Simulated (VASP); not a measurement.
# MoS2 (P-3m1) in VASP: further runs, part 2 of 2

VASP 6.6.1. Earlier steps stand in the parts before.

## (3) Relaxation of cell and atoms, LDA

The input, INCAR:

```
SYSTEM = MoS2
  ALGO = Normal
  EDIFF = 1E-6
  EDIFFG = -0.01
  ENCUT = 600
  IBRION = 2
  ISIF = 3
  ISMEAR = -1
  LASPH = .TRUE.
  LCHARG = .FALSE.
  LREAL = .FALSE.
  LWAVE = .FALSE.
  NELM = 80
  NSW = 40
  PREC = Accurate
  SIGMA = 0.05
```

The input, KPOINTS:

```
k-points
0
G
  8 8 4
  0 0 0
```

The input, POSCAR:

```
MoS2
1.0
    3.2274645616      0.0000000000      0.0000000000
   -1.6137322808      2.7950663001      0.0000000000
    0.0000000000      0.0000000000      6.3124734200
Mo S
1 2
Direct
    0.0000000000      0.0000000000      0.5000000000
    0.6666666667      0.3333333333      0.7446806800
    0.3333333333      0.6666666667      0.2553193200
```

Potentials or basis: VASP PAW LDA potentials, release 64 (Mo_sv, S).

Launch:

```sh
$ cat potpaw_LDA.64/Mo_sv/POTCAR potpaw_LDA.64/S/POTCAR > POTCAR
$ mpirun -np 1 vasp_std > vasp.out
```

OUTCAR:

```text
SYSTEM = MoS2
   EDIFF = 1E-6
   EDIFFG = -0.01
   ENCUT = 600
   IBRION = 2
   ISIF = 3
   ISMEAR = -1
   LASPH = .TRUE.
   LREAL = .FALSE.
   NELM = 80
   NSW = 40
   PREC = Accurate

 ion  position               nearest neighbor table
   1  0.000  0.000  0.500-   2 2.42   3 2.42   3 2.42   2 2.42   2 2.42   3 2.42
   2  0.667  0.333  0.745-   1 2.42   1 2.42   1 2.42
   3  0.333  0.667  0.255-   1 2.42   1 2.42   1 2.42

  LATTYP: Found a hexagonal cell.
 ALAT       =     3.2274645616
 C/A-ratio  =     1.9558614199

  Lattice vectors:

 A1 = (   3.2274645616,   0.0000000000,   0.0000000000)
 A2 = (  -1.6137322808,   2.7950663001,   0.0000000000)
 A3 = (   0.0000000000,   0.0000000000,   6.3124734200)

Analysis of symmetry for initial positions (statically):
=====================================================================
 Subroutine PRICEL returns:
 Original cell was already a primitive cell.

 Routine SETGRP: Setting up the symmetry group for a
 hexagonal supercell.

 Subroutine GETGRP returns: Found 12 space group operations
 (whereof 12 operations were pure point group operations)
 out of a pool of 24 trial point group operations.

The static configuration has the point symmetry D_3d.

Analysis of symmetry for dynamics (positions and initial velocities):
=====================================================================
 Subroutine PRICEL returns:
 Original cell was already a primitive cell.

 Routine SETGRP: Setting up the symmetry group for a
 hexagonal supercell.

 Subroutine GETGRP returns: Found 12 space group operations
 (whereof 12 operations were pure point group operations)
[... 144 lines left out ...]

 number of electron      26.0000002 magnetization

 Free energy of the ion-electron system (eV)
  ---------------------------------------------------
  ext. energy  EPLUGINS =         0.00000000
  ---------------------------------------------------
  free energy    TOTEN  =       -23.54342353 eV

  energy without entropy =      -23.53089323  energy(sigma->0) =      -23.53715838

------------------------ aborting loop because EDIFF is reached ----------------------------------------

  FORCE on cell =-STRESS in cart. coord.  units (eV):
  Direction    XX          YY          ZZ          XY          YZ          ZX
  --------------------------------------------------------------------------------------
  -------------------------------------------------------------------------------------
  Total       -2.3977660     -2.3977660     -1.3855916     -0.0000000     -0.0000000      0.0000000
  in kB      -67.4627777    -67.4627777    -38.9845614     -0.0000000     -0.0000000      0.0000000
  external PRESSURE =     -57.9700389 kB  Pullay stress =       0.0000000 kB
[... 92 lines left out ...]
  FREE ENERGIE OF THE ION-ELECTRON SYSTEM (eV)
  ---------------------------------------------------
  free  energy   TOTEN  =       -23.5904546259 eV

  energy  without entropy=      -23.5786623698  energy(sigma->0) =      -23.58455850

[... ionic steps 4 to 24 ...]

--------------------------------------- Ionic step       25  -------------------------------------------

 number of electron      26.0000001 magnetization

------------------------ aborting loop because EDIFF is reached ----------------------------------------
[... 69 lines left out ...]
--------------------------------------- Ionic step       27  -------------------------------------------

 number of electron      26.0000001 magnetization

 Free energy of the ion-electron system (eV)
  ---------------------------------------------------
  ext. energy  EPLUGINS =         0.00000000
  ---------------------------------------------------
  free energy    TOTEN  =       -23.66725013 eV

  energy without entropy =      -23.65769640  energy(sigma->0) =      -23.66247327

 E-fermi :   8.7129     XC(G=0): -11.6648

 val. band max:        8.7015008111   @ k =   0.3750   0.2500   0.2500
 cond. band min:       8.7672152849   @ k =   0.1250   0.0000   0.0000
 fundamental gap:      0.0657144738
 Fermi energy:         8.7128599265

 k-point     1 :       0.0000    0.0000    0.0000
  band No.  band energies     occupation
      1     -52.6001      2.00000
      2     -26.8998      2.00000
      3     -26.7558      2.00000
      4     -26.7558      2.00000
      5      -6.6261      2.00000
      6      -4.5474      2.00000
[... 457 lines left out ...]
      4     -26.8130      2.00000
      5      -4.4680      2.00000
      6      -4.0865      2.00000
[... 9 lines left out ...]
     16      11.1824      0.00000
     17      13.0217      0.00000

 [... further k-points ...]

------------------------ aborting loop because EDIFF is reached ----------------------------------------

  FORCE on cell =-STRESS in cart. coord.  units (eV):
  Direction    XX          YY          ZZ          XY          YZ          ZX
  --------------------------------------------------------------------------------------
  -------------------------------------------------------------------------------------
  Total        0.0153568      0.0153568      0.0257573      0.0000000      0.0000000     -0.0000000
  in kB        0.5014275      0.5014275      0.8410251      0.0000000      0.0000000     -0.0000000
  external PRESSURE =       0.6146267 kB  Pullay stress =       0.0000000 kB
[... 18 lines left out ...]
  FREE ENERGIE OF THE ION-ELECTRON SYSTEM (eV)
  ---------------------------------------------------
  free  energy   TOTEN  =       -23.6672501349 eV

  energy  without entropy=      -23.6576963998  energy(sigma->0) =      -23.66247327

 reached required accuracy - stopping structural energy minimisation
```

CONTCAR:

```text
MoS2
   1.00000000000000
     3.1511305749457517   -0.0000000000000001    0.0000000000000000
    -1.5755652874728758    2.7289591284898393   -0.0000000000000002
    -0.0000000000000001    0.0000000000000000    5.7060954740615202
  Mo              S
     1     2
Direct
     0.0000000000000000    0.0000000000000000    0.5000000000000000
     0.6666666667000030    0.3333333332999970    0.7735535970300899
     0.3333333332999970    0.6666666667000030    0.2264464029699101

  0.00000000E+00  0.00000000E+00  0.00000000E+00
  0.00000000E+00  0.00000000E+00  0.00000000E+00
  0.00000000E+00  0.00000000E+00  0.00000000E+00
```

It took 7.1 min on 1 thread of Intel Xeon Platinum 8488C (Sapphire Rapids), shared host; peak memory 0.21 GiB.

Results:

```
Free energy                            : -23.6673 eV
Relaxed volume                         : 16.36 Å³/atom
Relaxed cell                           : a = 3.151 Å, b = 3.151 Å, c = 5.706 Å, α = 90.00°, β = 90.00°, γ = 120.00°
Space group after relaxing (to 0.05 Å) : P-3m1 (No. 164)
Energy gained by relaxing              : 41.3 meV/atom
Ionic steps                            : 27
Pressure after relaxing                : 0.1 GPa
Largest force after relaxing           : 0.006 eV/Å
Band gap on the k mesh                 : none (metal or under the smearing width)
```

Forces on the atoms (eV/Å):
```
Mo   0.000  0.000  0.000
S    0.000  0.000 -0.006
S    0.000  0.000  0.006
```

Step by step:
| step | energy change (eV) | largest force (eV/Å) | pressure (GPa) | volume (Å³) |
| --- | --- | --- | --- | --- |
| 1 | 0.0000 | 0.1456 | -5.80 | 56.94 |
| 2 | 0.0524 | 1.6717 | 10.51 | 51.47 |
| 3 | -0.0470 | 0.5358 | 0.03 | 54.62 |
| 4 | -0.0739 | 0.2890 | -0.22 | 53.82 |
| 5 | -0.0817 | 0.0972 | -0.48 | 53.14 |
| 6 | -0.0818 | 0.0725 | -0.50 | 53.05 |
| 7 | -0.0850 | 0.1761 | 0.54 | 52.47 |
| 8 | -0.0858 | 0.2451 | 1.23 | 52.09 |
| 9 | -0.0870 | 0.2350 | 1.17 | 52.02 |
| 10 | -0.0906 | 0.2034 | 1.02 | 51.81 |
| 11 | -0.0969 | 0.1407 | 0.76 | 51.40 |
| 12 | -0.1066 | 0.0163 | 0.38 | 50.57 |
| 13 | -0.1120 | 0.2372 | 0.07 | 48.89 |
| 14 | -0.1126 | 0.1376 | 0.18 | 49.47 |
| 15 | -0.1179 | 0.0914 | 0.34 | 49.26 |
| 16 | -0.1228 | 0.0049 | 0.62 | 48.91 |
| 17 | -0.1231 | 0.0314 | 0.75 | 48.76 |
| 18 | -0.1225 | 0.1264 | -1.02 | 49.17 |
| 19 | -0.1236 | 0.0306 | 0.06 | 48.92 |
| 20 | -0.1237 | 0.0182 | 0.08 | 48.95 |
| 21 | -0.1237 | 0.0102 | 0.12 | 49.02 |
| 22 | -0.1237 | 0.0065 | -0.08 | 49.11 |
| 23 | -0.1237 | 0.0024 | -0.03 | 49.06 |
| 24 | -0.1238 | 0.0060 | -0.06 | 49.07 |
| 25 | -0.1238 | 0.0213 | -0.15 | 49.11 |
| 26 | -0.1238 | 0.0175 | -0.09 | 49.10 |
| 27 | -0.1238 | 0.0060 | 0.06 | 49.07 |

Final structure:
```
CELL_PARAMETERS angstrom
3.15113 0.00000 0.00000
-1.57557 2.72896 0.00000
0.00000 0.00000 5.70610
ATOMIC_POSITIONS crystal
Mo 0.00000 0.00000 0.50000
S 0.66667 0.33333 0.77355
S 0.33333 0.66667 0.22645
```

## (4) The reference run

An earlier run on the cell as given: functional PBE; potentials or basis VASP PAW PBE potentials, release 64 (Mo_sv, S); cutoff 520 eV; k mesh 9 × 9 × 4; occupations fermi-dirac, width 0.05 eV; no spin polarisation.

* Pressure: 1.0 GPa
* Largest force: 0.276 eV/Å
* Band gap on the k mesh: none (metal or under the smearing width)

## (5) Overview

| task | level | potentials or basis | cell | k mesh | cutoff (eV) | ladder | gap on the mesh (eV) | pressure (GPa) | relaxed volume (Å³/atom) | largest force (eV/Å) |
| --- | --- | --- | --- | --- | --- | --- | --- | --- | --- | --- |
| relaxation of cell and atoms | PBEsol | VASP PAW PBE potentials, release 64 (Mo_sv, S) | relaxed | 8 × 8 × 4 | 600 | gaps | none | 0.0 | 17.18 | - |
| relaxation of cell and atoms | LDA | VASP PAW LDA potentials, release 64 (Mo_sv, S) | relaxed | 8 × 8 × 4 | 600 | gaps | none | 0.1 | 16.36 | 0.01 |
| single point | PBE | VASP PAW PBE potentials, release 64 (Mo_sv, S) | as given | 9 × 9 × 4 | 520 | - | none | 1.0 | - | 0.28 |

Alike in all rows: no spin polarisation; smearing fermi-dirac 0.05 eV.

Caveats: this functional lacks dispersion, which binds the layers, so the pressure and a relaxed spacing across them are unreliable (some runs); the PAW data sets were made with another functional, which shifts forces and pressure a little (some runs).

Absolute energies hang on the potentials; compare differences alone.
